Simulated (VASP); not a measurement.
# Cd3F (P4/mmm) in VASP: notebook

One crystal, Cd3F, is run at these levels: PBE, PBEsol, HSE06; tasks: relaxation of cell and atoms, relaxation of the atoms, atomic charges.

Program: VASP 6.6.1. These are calculated values, not measurements. Logs are shortened: lines on timing, memory, paths and dates and some standing lists are left out, and cuts for length are marked.

## 1. The structure

The structure is tetragonal, space group P4/mmm (No. 123). Conventional cell: a = 3.443 Å, b = 3.443 Å, c = 8.976 Å, α = 90.00°, β = 90.00°, γ = 90.00°. Around Cd (site symmetry 4mm) lie 4 F at 3.23 Å and 8 Cd at 3.40 to 3.44 Å. Cd (site symmetry 4/mmm) is surrounded by 12 Cd at 3.40 to 3.44 Å. F (site symmetry 4/mmm) is surrounded by 8 Cd at 3.23 Å and 4 F at 3.44 Å.

The cell was built by a generator and needn't be a form met in nature.

## 2. Relaxation of cell and atoms, PBE

The input, INCAR:

```
PREC = Accurate
ENCUT = 600
EDIFF = 1E-6
ISMEAR = 0
SIGMA = 0.05
LREAL = False
LASPH = True
NELM = 100
ALGO = Normal
ISIF = 3
LWAVE = False
LCHARG = False
GGA = PE
IBRION = 2
NSW = 60
EDIFFG = -0.005
```

The input, KPOINTS:

```
regular mesh
0
Gamma
  8 8 3
```

The input, POSCAR:

```
Cd3F
1.0
    3.4428443700      0.0000000000      0.0000000000
    0.0000000000      3.4428443700      0.0000000000
    0.0000000000      0.0000000000      8.9760332300
Cd F
3 1
Direct
    0.5000000000      0.5000000000      0.7642198200
    0.0000000000      0.0000000000      0.5000000000
    0.5000000000      0.5000000000      0.2357801800
    0.0000000000      0.0000000000      0.0000000000
```

Potentials or basis: VASP PAW PBE potentials, release 64 (Cd, F).

Command:

```sh
$ cat potpaw_PBE.64/Cd/POTCAR potpaw_PBE.64/F/POTCAR > POTCAR
$ mpirun -np 1 vasp_std > vasp.out
```

OUTCAR:

```text
PREC = Accurate
   ENCUT = 600
   EDIFF = 1E-6
   ISMEAR = 0
   LREAL = False
   LASPH = True
   NELM = 100
   ISIF = 3
   GGA = PE
   IBRION = 2
   NSW = 60
   EDIFFG = -0.005

 ion  position               nearest neighbor table
   1  0.500  0.500  0.764-   2 3.40   2 3.40   2 3.40   2 3.40
   2  0.000  0.000  0.500-   1 3.40   3 3.40   1 3.40   3 3.40   1 3.40   3 3.40   1 3.40   3 3.40

   3  0.500  0.500  0.236-   2 3.40   2 3.40   2 3.40   2 3.40
   4  0.000  0.000  0.000-

  LATTYP: Found a simple tetragonal cell.
 ALAT       =     3.4428443700
 C/A-ratio  =     2.6071562538

  Lattice vectors:

 A1 = (   3.4428443700,   0.0000000000,   0.0000000000)
 A2 = (   0.0000000000,   3.4428443700,   0.0000000000)
 A3 = (   0.0000000000,   0.0000000000,   8.9760332300)

Analysis of symmetry for initial positions (statically):
=====================================================================
 Subroutine PRICEL returns:
 Original cell was already a primitive cell.

 Routine SETGRP: Setting up the symmetry group for a
 simple tetragonal supercell.

 Subroutine GETGRP returns: Found 16 space group operations
 (whereof 16 operations were pure point group operations)
 out of a pool of 16 trial point group operations.

The static configuration has the point symmetry D_4h.

Analysis of symmetry for dynamics (positions and initial velocities):
=====================================================================
 Subroutine PRICEL returns:
 Original cell was already a primitive cell.

 Routine SETGRP: Setting up the symmetry group for a
 simple tetragonal supercell.

 Subroutine GETGRP returns: Found 16 space group operations
 (whereof 16 operations were pure point group operations)
 out of a pool of 16 trial point group operations.

The dynamic configuration has the point symmetry D_4h.

 Subroutine INISYM returns: Found 16 space group operations
 (whereof 16 operations are pure point group operations),
 and found     1 'primitive' translations

----------------------------------------------------------------------------------------

                                     Primitive cell

  volume of cell :     106.3945

  direct lattice vectors                    reciprocal lattice vectors
     3.442844370  0.000000000  0.000000000     0.290457509  0.000000000  0.000000000
     0.000000000  3.442844370  0.000000000     0.000000000  0.290457509  0.000000000
     0.000000000  0.000000000  8.976033230     0.000000000  0.000000000  0.111407787

  length of vectors
     3.442844370  3.442844370  8.976033230     0.290457509  0.290457509  0.111407787

  position of ions in fractional coordinates (direct lattice)
     0.500000000  0.500000000  0.764219820
     0.000000000  0.000000000  0.500000000
     0.500000000  0.500000000  0.235780180
     0.000000000  0.000000000  0.000000000

  ion indices of the primitive-cell ions
   primitive index   ion index
                 1           1
                 2           2
                 3           3
                 4           4

----------------------------------------------------------------------------------------

 KPOINTS: regular mesh

Automatic generation of k-mesh.
 Grid dimensions read from file:
 generate k-points for:    8    8    3

 Generating k-lattice:

  Cartesian coordinates                     Fractional coordinates (reciprocal lattice)
     0.036307189  0.000000000  0.000000000     0.125000000  0.000000000  0.000000000
     0.000000000  0.036307189  0.000000000     0.000000000  0.125000000  0.000000000
     0.000000000  0.000000000  0.037135929     0.000000000  0.000000000  0.333333333

  Length of vectors
     0.036307189  0.036307189  0.037135929

  Shift w.r.t. Gamma in fractional coordinates (k-lattice)
     0.000000000  0.000000000  0.000000000

 Subroutine IBZKPT returns following result:
 ===========================================

 Found     30 irreducible k-points:

 Following reciprocal coordinates:
            Coordinates               Weight
  0.000000  0.000000  0.000000      1.000000
  0.125000  0.000000  0.000000      4.000000
  0.250000  0.000000  0.000000      4.000000
  0.375000  0.000000  0.000000      4.000000
  0.500000  0.000000  0.000000      2.000000
  0.125000  0.125000  0.000000      4.000000
[... 16 lines left out ...]
  0.375000  0.125000  0.333333     16.000000
  0.500000  0.125000  0.333333      8.000000
 [... further k-points ...]
   k-points           NKPTS =     30   k-points in BZ     NKDIM =     30   number of bands    NBANDS=     25
   number of dos      NEDOS =    301   number of ions     NIONS =      4
   total plane-waves  NPLWV =  56448
   dimension x,y,z NGX =    28 NGY =   28 NGZ =   72
   dimension x,y,z NGXF=    56 NGYF=   56 NGZF=  144
   ions per type =               3   1
   NGX,Y,Z   is equivalent  to a cutoff of  13.52, 13.52, 13.34 a.u.
   NGXF,Y,Z  is equivalent  to a cutoff of  27.04, 27.04, 26.67 a.u.
 SYSTEM =  unknown system
   PREC   = accura    normal or accurate (medium, high low for compatibility)
   ISTART =      0    job   : 0-new  1-cont  2-samecut
   ICHARG =      2    charge: 1-file 2-atom 10-const
   ISPIN  =      1    spin polarized calculation?
   LNONCOLLINEAR =      F non collinear calculations
   LSORBIT =      F    spin-orbit coupling
   LASPH  =      T    aspherical Exc in radial PAW
   ENCUT  =  600.0 eV  44.10 Ry    6.64 a.u.   6.88  6.88 17.93*2*pi/ulx,y,z
   NELM   =    100;   NELMIN=  2; NELMDL= -5     # of ELM steps
   EDIFF  = 0.1E-05   stopping-criterion for ELM
   LREAL  =      F    real-space projection
   EDIFFG = -.5E-02   stopping-criterion for IOM
   NSW    =     60    number of steps for IOM
   IBRION =      2    ionic relax: 0-MD 1-quasi-New 2-CG
   NFREE  =      1    steps in history (QN), initial steepest desc. (CG)
   ISIF   =      3    stress and relaxation
   ISYM   =      2    0-nonsym 1-usesym 2-fastsym
   POTIM  = 0.5000    time-step for ionic-motion
   TEBEG  =    0.0;   TEEND  =   0.0 temperature during run
   PSTRESS=    0.0 pullay stress
   NELECT =      43.0000    total number of electrons
   NUPDOWN=      -1.0000    fix difference up-down
   EMIN   =  10.00;   EMAX   =-10.00  energy-range for DOS
   EFERMI =   0.00;   METHOD = LEGACY
   ISMEAR =     0;   SIGMA  =   0.05  broadening in eV -4-tet -1-fermi 0-gaus
   EFERMI_NEDOS =   21; number of points for ismear=-14 and -15
   IALGO  =     38    algorithm
   IMIX   =      4    mixing-type and parameters
     AMIX     =   0.40;   BMIX     =  1.00
     AMIX_MAG =   1.60;   BMIX_MAG =  1.00
  volume/ion in A,a.u.               =      26.60       179.50
  Fermi-wavevector in a.u.,A,eV,Ry     =   1.210388  2.287301 19.933064  1.465039
  Thomas-Fermi vector in A             =   2.345936
   LORBIT       =      0    0 simple, 1 ext, 2 COOP (PROOUT), +10 PAW based schemes
   GGA     = PE    functional components
   LHFCALC =     F    Hartree Fock is set to
   AEXX    =    0.0000 exact exchange contribution
   IVDW    =     0    specifies the selected vdW correction
   LEPSILON=     F    determine dielectric tensor
   LRPA    =     F    only Hartree local field effects (RPA)
 conjugate gradient relaxation of ions
 non-spin polarized calculation
 Gauss-broadening in eV      SIGMA  =   0.05
  energy-cutoff  :      600.00
  volume of cell :      106.39
 maximum number of plane-waves:      3584
 NGX is ok and might be reduce to    28
   NGX = 13   NGY = 13   NGZ = 35

--------------------------------------- Ionic step        1  -------------------------------------------

 number of electron      43.0000013 magnetization

 Free energy of the ion-electron system (eV)
  ---------------------------------------------------
  ext. energy  EPLUGINS =         0.00000000
  ---------------------------------------------------
  free energy    TOTEN  =        -5.55778951 eV

  energy without entropy =       -5.55604498  energy(sigma->0) =       -5.55691724

 E-fermi :  -0.0566     XC(G=0):  -9.0484

 val. band max:       -0.0999384165   @ k =   0.5000   0.0000   0.3333
 cond. band min:      -0.0326167208   @ k =   0.1250   0.1250   0.3333
 fundamental gap:      0.0673216957
 Fermi energy:        -0.0566189529

 k-point     1 :       0.0000    0.0000    0.0000
  band No.  band energies     occupation
      1     -20.5225      2.00000
      2      -8.8254      2.00000
      3      -8.6951      2.00000
      4      -8.4674      2.00000
      5      -8.4510      2.00000
      6      -8.4510      2.00000
[... 1451 lines left out ...]
  FREE ENERGIE OF THE ION-ELECTRON SYSTEM (eV)
  ---------------------------------------------------
  free  energy   TOTEN  =        -6.4305481369 eV

  energy  without entropy=       -6.4295712063  energy(sigma->0) =       -6.43005967

[... ionic steps 4 to 8 ...]

--------------------------------------- Ionic step        9  -------------------------------------------

 number of electron      42.9999989 magnetization

------------------------ aborting loop because EDIFF is reached ----------------------------------------

  FORCE on cell =-STRESS in cart. coord.  units (eV):
  Direction    XX          YY          ZZ          XY          YZ          ZX
  --------------------------------------------------------------------------------------
  -------------------------------------------------------------------------------------
  Total       -0.0246937     -0.0246937      0.0219068      0.0000000      0.0000000      0.0000000
  in kB       -0.5055852     -0.5055852      0.4485249      0.0000000      0.0000000      0.0000000
  external PRESSURE =      -0.1875485 kB  Pullay stress =       0.0000000 kB
[... 61 lines left out ...]
  energy  without entropy=       -6.4955365473  energy(sigma->0) =       -6.49645878

--------------------------------------- Ionic step       11  -------------------------------------------

 number of electron      42.9999989 magnetization

 Free energy of the ion-electron system (eV)
  ---------------------------------------------------
  ext. energy  EPLUGINS =         0.00000000
  ---------------------------------------------------
  free energy    TOTEN  =        -6.49741618 eV

  energy without entropy =       -6.49572914  energy(sigma->0) =       -6.49657266

 E-fermi :   2.2630     XC(G=0): -10.6242

 val. band max:        2.2599343341   @ k =   0.1250   0.1250   0.3333
 cond. band min:       2.3059120500   @ k =   0.5000   0.2500   0.0000
 fundamental gap:      0.0459777159
 Fermi energy:         2.2629774430

 k-point     1 :       0.0000    0.0000    0.0000
  band No.  band energies     occupation
      1     -20.6944      2.00000
      2      -7.2500      2.00000
      3      -7.1511      2.00000
      4      -6.9415      2.00000
      5      -6.7813      2.00000
      6      -6.7006      2.00000
[... 694 lines left out ...]
  FREE ENERGIE OF THE ION-ELECTRON SYSTEM (eV)
  ---------------------------------------------------
  free  energy   TOTEN  =        -6.4974161761 eV

  energy  without entropy=       -6.4957291372  energy(sigma->0) =       -6.49657266

 reached required accuracy - stopping structural energy minimisation
```

Wall time 3.7 min (1 thread of Intel Xeon 6975P-C (Granite Rapids), shared host); peak memory 0.29 GiB.

What came out:

```
Free energy                            : -6.4974 eV
Relaxed volume                         : 19.54 Å³/atom
Relaxed cell                           : a = 3.177 Å, b = 3.177 Å, c = 7.746 Å, α = 90.00°, β = 90.00°, γ = 90.00°
Space group after relaxing (to 0.05 Å) : P4/mmm (No. 123)
Energy gained by relaxing              : 234.9 meV/atom
Ionic steps                            : 11
Pressure after relaxing                : 0.0 GPa
Band gap on the k mesh                 : none (metal or under the smearing width)
```

The path:
```tsv
step	energy change (eV)	largest force (eV/Å)	pressure (GPa)	volume (Å³)
1	0.0000	0.5003	-6.30	106.39
2	-0.6057	0.4865	-4.99	91.08
3	-0.8728	0.5536	-0.11	78.60
4	-0.8741	0.5551	0.59	77.46
5	-0.8742	0.5553	0.25	77.98
6	-0.9062	0.3863	0.15	78.03
7	-0.9394	0.0029	0.04	78.17
8	-0.9395	0.0081	0.04	78.17
9	-0.9396	0.0055	-0.02	78.25
10	-0.9396	0.0043	-0.06	78.31
11	-0.9396	0.0010	-0.01	78.18
```

Final structure:
```
CELL_PARAMETERS angstrom
3.17697 0.00000 0.00000
0.00000 3.17697 0.00000
0.00000 0.00000 7.74567
ATOMIC_POSITIONS crystal
Cd 0.50000 0.50000 0.78451
Cd 0.00000 0.00000 0.50000
Cd 0.50000 0.50000 0.21549
F 0.00000 0.00000 0.00000
```

Levels at points of the mesh, in eV from the Fermi level:
| k point | band 18 | band 19 | band 20 | band 21 | band 22 | band 23 | band 24 | band 25 |
| --- | --- | --- | --- | --- | --- | --- | --- | --- |
| (0.00, 0.00, 0.00) | -6.24 | -4.00 | -4.00 | -3.24 | -2.31 | 4.46 | 5.87 | 7.58 |
| (0.50, 0.00, 0.00) | -4.90 | -3.86 | -3.11 | -3.00 | -0.68 | 0.17 | 1.83 | 3.11 |
| (0.50, 0.50, 0.00) | -4.90 | -4.12 | 0.47 | 0.47 | 1.04 | 1.57 | 2.75 | 2.78 |

Caveat: the volume moved by over 15 % at a fixed basis, so the end points are rough; an odd number of electrons without spin polarisation forces a metal; a magnetic or distorted state may lie lower.

## 3. Relaxation of the atoms, PBEsol

The input, INCAR:

```
ALGO = Normal
EDIFF = 1E-6
EDIFFG = -0.02
ENCUT = 520
GGA = PS
IBRION = 2
ISIF = 2
ISMEAR = 0
LASPH = True
LCHARG = False
LREAL = False
LWAVE = False
NELM = 80
NSW = 40
PREC = Accurate
SIGMA = 0.05
```

The input, KPOINTS:

```
k-points
0
Gamma
  8 8 3
```

POSCAR is that of step 2.

Potentials or basis: VASP PAW PBE potentials, release 64 (Cd, F).

Command:

```sh
$ cat potpaw_PBE.64/Cd/POTCAR potpaw_PBE.64/F/POTCAR > POTCAR
$ mpirun -np 1 vasp_std > vasp.out
```

Run time: 3.3 min. Hardware: 1 thread of Intel Xeon 6975P-C (Granite Rapids), shared host; peak memory 0.26 GiB.

Results (log left out):

```
Free energy                  : -6.6207 eV
Energy gained by relaxing    : 61.8 meV/atom
Ionic steps                  : 9
Pressure after relaxing      : -6.7 GPa
Largest force after relaxing : 0.004 eV/Å
Band gap on the k mesh       : none (metal or under the smearing width)
```

Forces in eV/Å, atoms in the order of the input:
```
Cd   0.000  0.000  0.004
Cd   0.000  0.000  0.000
Cd   0.000  0.000 -0.004
F    0.000  0.000  0.000
```

Stress tensor (GPa, compression positive):
```
-7.64  0.00  0.00
 0.00 -7.64  0.00
 0.00  0.00 -4.92
```

Step by step:
| step | energy change (eV) | largest force (eV/Å) | pressure (GPa) |
| --- | --- | --- | --- |
| 1 | 0.0000 | 0.4259 | -8.39 |
| 2 | -0.0171 | 0.4094 | -8.39 |
| 3 | -0.0649 | 0.3615 | -8.30 |
| 4 | -0.1367 | 0.2386 | -8.10 |
| 5 | -0.2369 | 0.1275 | -7.11 |
| 6 | 0.6536 | 4.2342 | 1.44 |
| 7 | -0.2403 | 0.1074 | -7.06 |
| 8 | -0.2472 | 0.0220 | -6.66 |
| 9 | -0.2474 | 0.0037 | -6.74 |

Final structure:
```
CELL_PARAMETERS angstrom
3.44284 0.00000 0.00000
0.00000 3.44284 0.00000
0.00000 0.00000 8.97603
ATOMIC_POSITIONS crystal
Cd 0.50000 0.50000 0.82312
Cd 0.00000 0.00000 0.50000
Cd 0.50000 0.50000 0.17688
F 0.00000 0.00000 0.00000
```

Levels at points of the mesh, in eV from the Fermi level:
```tsv
k point	band 19	band 20	band 21	band 22	band 23	band 24	band 25
(0.00, 0.00, 0.00)	-3.07	-3.07	-2.62	-2.06	3.40	3.54	7.60
(0.50, 0.00, 0.00)	-2.93	-1.86	-1.35	-0.55	1.24	1.25	2.00
(0.50, 0.50, 0.00)	-3.08	0.48	1.24	1.68	1.68	2.19	3.18
```

Caveat: the PAW data sets were made with another functional, which shifts forces and pressure a little; an odd number of electrons without spin polarisation forces a metal; a magnetic or distorted state may lie lower.

(Continued in part 2 of 2.)
